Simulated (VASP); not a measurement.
# CaO (Lime): cell size and functional, part 2 of 2

How much does the relaxed cell of CaO (Lime) depend on the functional? The starting structure is a measured crystal structure from the Crystallography Open Database. The first relaxation on each setting starts from this cell expanded by 3 % in volume.

VASP 6.6.1.

Results so far: PBEsol 13.62 Å³ an atom; LDA 13.14 Å³ an atom; PBE 14.18 Å³ an atom; PBEsol + D3(BJ) 13.24 Å³ an atom.

**6. Relaxation with r2SCAN**

Level of this step: r2SCAN; plane waves and PAW (Ca_sv, O) (VASP).

r2SCAN adds the kinetic-energy density, costs more than a GGA and is run with LASPH. This run starts from the cell of an earlier relaxation, which isn't shown; the restart sets up the plane waves anew.

File INCAR:

```
SYSTEM = CaO
PREC = Accurate
ENCUT = 520
EDIFF = 1E-06
NELM = 100
ISMEAR = 0
SIGMA = 0.03
LREAL = .FALSE.
ALGO = Normal
METAGGA = R2SCAN
LASPH = .TRUE.
NBANDS = 14
LORBIT = 11
LWAVE = .FALSE.
LCHARG = .FALSE.
KPAR = 4
IBRION = 2
NSW = 50
ISIF = 3
EDIFFG = -0.006
```

File POSCAR:

```
CaO
1.0
    0.0000000000      2.4047924496      2.4047924496
    2.4047924496      0.0000000000      2.4047924496
    2.4047924496      2.4047924496      0.0000000000
Ca O
1 1
Direct
    0.0000000000      0.0000000000      0.0000000000
    0.5000000000      0.5000000000      0.5000000000
```

File KPOINTS:

```
Automatic mesh
0
Gamma
8 8 8
0 0 0
```

PAW data sets: Ca_sv and O (PBE family, release 64).

Command:

```sh
> mpirun -np 4 vasp_std
```

Output:

```text
[banner, memory and clock lines left out]
running    4 mpi-ranks, on    1 nodes
[...]
[... a notice as in an earlier step ...]

 LDA part: xc-table for (None), standard interpolation
 POSCAR, INCAR and KPOINTS ok, starting setup
[...]
entering main loop
       N       E                     dE             d eps       ncg     rms          rms(c)
DAV:   1     0.117911654497E+03    0.11791E+03   -0.86482E+03   812   0.120E+03
DAV:   2    -0.192501222834E+02   -0.13716E+03   -0.12822E+03  1022   0.310E+02
DAV:   3    -0.250504552192E+02   -0.58003E+01   -0.57569E+01   920   0.670E+01
DAV:   4    -0.252736284393E+02   -0.22317E+00   -0.22298E+00  1258   0.115E+01
[...]
DAV:  12    -0.194541598078E+02    0.84623E-04   -0.26444E-04   950   0.143E-01    0.113E-02
DAV:  13    -0.194541630847E+02   -0.32769E-05   -0.16727E-05   938   0.424E-02    0.894E-03
DAV:  14    -0.194541630372E+02    0.47520E-07   -0.41960E-07   464   0.636E-03
   1 F= -.19454163E+02 E0= -.19454163E+02  d E =-.194542E+02
[... from here on, the cycles between the ionic steps are left out ...]
   2 F= -.19454144E+02 E0= -.19454144E+02  d E =0.188581E-04
   3 F= -.19454162E+02 E0= -.19454162E+02  d E =0.140106E-05
   4 F= -.19454163E+02 E0= -.19454163E+02  d E =-.326879E-06
   5 F= -.19454164E+02 E0= -.19454164E+02  d E =-.726006E-06
[...]
reached required accuracy - stopping structural energy minimisation
```

Elapsed: 27 s, on 4 MPI ranks of Intel Xeon 6975P-C (Granite Rapids), shared host; peak memory 0.64 GiB.

Parts of OUTCAR (step 6):

```text
  Total        0.0085693      0.0085693      0.0085693     -0.0000000      0.0000000     -0.0000000
  in kB        0.4937237      0.4937237      0.4937237     -0.0000000      0.0000000     -0.0000000
  external PRESSURE =       0.4937237 kB  Pullay stress =       0.0000000 kB

 POSITION                                       TOTAL-FORCE (eV/Angst)
 -----------------------------------------------------------------------------------
      0.00000      0.00000      0.00000         0.000000      0.000000      0.000000
      2.40463      2.40463      2.40463        -0.000000     -0.000000     -0.000000
 -----------------------------------------------------------------------------------
    total drift:                                0.000000      0.000000      0.000000

  FREE ENERGIE OF THE ION-ELECTRON SYSTEM (eV)
  ---------------------------------------------------
  free  energy   TOTEN  =       -19.4541637632 eV

  energy  without entropy=      -19.4541637632  energy(sigma->0) =      -19.45416376

[... 2 parts as in an earlier step ...]

[... 2 further parts left out ...]
[key lines of the parts left out:]
E-fermi :   2.2619
```

With r2SCAN the relaxed cell holds 13.904 Å³ an atom, -0.23 % against the measured cell, with a = 4.809 Å. That is +2.10 % from PBEsol.

**7. Relaxation with r2SCAN + rVV10**

rVV10 adds a nonlocal correlation energy for dispersion. This run starts from the cell of an earlier relaxation, which isn't shown; the restart sets up the plane waves anew.

Changes to INCAR since step 6:

```diff
@@ -10,2 +10,6 @@
 METAGGA = R2SCAN
+LUSE_VDW = .TRUE.
+IVDW_NL = 2
+BPARAM = 11.95
+CPARAM = 0.0093
 LASPH = .TRUE.
```

File POSCAR:

```
CaO
1.0
    0.0000000000      2.3975843269      2.3975843269
    2.3975843269      0.0000000000      2.3975843269
    2.3975843269      2.3975843269      0.0000000000
Ca O
1 1
Direct
    0.0000000000      0.0000000000      0.0000000000
    0.5000000000      0.5000000000      0.5000000000
```

KPOINTS is that of step 6.

Command:

```sh
> mpirun -np 4 vasp_std
```

Output:

```text
[banner, memory and clock lines left out]
running    4 mpi-ranks, on    1 nodes
[...]
|                                                                             |
|               ----> ADVICE to this user running VASP <----                  |
|                                                                             |
|     You have switched on vdW-DFT.                                           |
|     This routine was written and supplied by Jiri Klimes. We recommend      |
|     that you carefully read and cite the following publications:            |
|       J. Klimes, D.R. Bowler, A. Michelides                                 |
|          J. Phys.: Cond Matt. 22 022201 (2010)                              |
|       J. Klimes, D.R. Bowler, A. Michelides                                 |
|          Phys. Rev. B. 83, 195131 (2011)                                    |
|     and references therein.                                                 |
|                                                                             |

[...]
DAV:   3    -0.190349984007E+02    0.64356E-05   -0.11948E-05  1240   0.476E-02    0.797E-03
Total rVV10 correction in eV:      0.4173998    16.0032789
Total rVV10 correction in eV:      0.4173998    16.0032789
Total rVV10 correction in eV:      0.4173998    16.0032789
Total rVV10 correction in eV:      0.4173998    16.0032789
DAV:   4    -0.190349971289E+02    0.12718E-05   -0.60138E-06  1282   0.253E-02    0.157E-03
Total rVV10 correction in eV:      0.4173997    16.0032789
Total rVV10 correction in eV:      0.4173997    16.0032789
Total rVV10 correction in eV:      0.4173997    16.0032789
Total rVV10 correction in eV:      0.4173997    16.0032789
DAV:   5    -0.190349969302E+02    0.19871E-06   -0.73582E-08   418   0.345E-03
Total rVV10 correction in eV:      0.4174003    16.0032789
Total rVV10 correction in eV:      0.4174003    16.0032789
Total rVV10 correction in eV:      0.4174003    16.0032789
Total rVV10 correction in eV:      0.4174003    16.0032789
Total rVV10 correction in eV:      0.4173983    16.0032789
Total rVV10 correction in eV:      0.4173983    16.0032789
Total rVV10 correction in eV:      0.4173983    16.0032789
Total rVV10 correction in eV:      0.4173983    16.0032789
   3 F= -.19034997E+02 E0= -.19034997E+02  d E =0.117061E-05
[...]
reached required accuracy - stopping structural energy minimisation
```

Wall time 59 s (4 MPI ranks); peak memory 1.1 GiB.

Parts of OUTCAR (step 7):

```text
  Total        0.0117615      0.0117615      0.0117615      0.0000000      0.0000000      0.0000000
  in kB        0.6840897      0.6840897      0.6840897      0.0000000      0.0000000      0.0000000
  external PRESSURE =       0.6840897 kB  Pullay stress =       0.0000000 kB

 POSITION                                       TOTAL-FORCE (eV/Angst)
 -----------------------------------------------------------------------------------
      0.00000      0.00000      0.00000         0.000000      0.000000     -0.000000
      2.39705      2.39705      2.39705         0.000000     -0.000000      0.000000
 -----------------------------------------------------------------------------------
    total drift:                                0.000000      0.000000      0.000000

  FREE ENERGIE OF THE ION-ELECTRON SYSTEM (eV)
  ---------------------------------------------------
  free  energy   TOTEN  =       -19.0349969302 eV

  energy  without entropy=      -19.0349969302  energy(sigma->0) =      -19.03499693

[... 2 parts as in an earlier step ...]

[... 2 further parts left out ...]
[key lines of the parts left out:]
E-fermi :   2.2108
```

With r2SCAN + rVV10 the relaxed cell holds 13.773 Å³ an atom, -1.17 % against the measured cell, with a = 4.794 Å. That is +1.14 % from PBEsol.

**8. All runs side by side**

```
          level  volume (Å³/atom)  against the measured cell (%)   a (Å)  pressure left (GPa)  core minutes
         PBEsol            13.618                          -2.28  4.7761                -0.01           0.6
            LDA            13.138                          -5.73  4.7193                 0.01         0.507
            PBE            14.179                           1.74  4.8407                -0.06          0.48
PBEsol + D3(BJ)            13.239                          -5.01  4.7313                  0.0         0.613
         r2SCAN            13.904                          -0.23  4.8093                 0.05          3.87
 r2SCAN + rVV10            13.773                          -1.17  4.7941                 0.07          19.1
```

Core minutes are wall time times ranks, summed over the relaxations behind a row (those for a bulk modulus apart), on shared hosts.

**9. Outcome**

* volume, PBEsol: 13.62 Å³/atom
* volume, LDA: 13.14 Å³/atom
* volume, PBE: 14.18 Å³/atom
* volume, PBEsol + D3(BJ): 13.24 Å³/atom
* volume, r2SCAN: 13.90 Å³/atom
* volume, r2SCAN + rVV10: 13.77 Å³/atom

Across 6 levels the volume of CaO (Lime) spans 7.9 %, from 13.14 Å³ an atom (LDA) to 14.18 Å³ (PBE). Against the measured volume of the starting structure, r2SCAN comes nearest (-0.2 %) and LDA lies farthest (-5.7 %). The measured cell holds zero-point expansion and, unless it was taken cold, thermal expansion, which the runs lack, so small differences decide nothing. Adding D3(BJ) to PBEsol changes the volume by -2.8 %. Adding rVV10 to r2SCAN changes the volume by -0.9 %. LASPH is on in some of these runs and off in others, which adds a little to the differences. All runs keep the symmetry of the start, so they can't find a distortion of lower symmetry. Further runs on this material are not shown.

[Lines on the potential files, build, host, timing and source positions are cut from VASP's logs without a mark.]

[Logs are printed without paths, hosts, clocks, repeated set-up lines and the standing remarks that a program may print on its own settings, such as how far it seeks lower states.]

[Hosts, paths, dates, database ids (printed as entryN), source tags and the programs' standing remarks are cut or masked in the printed files.]
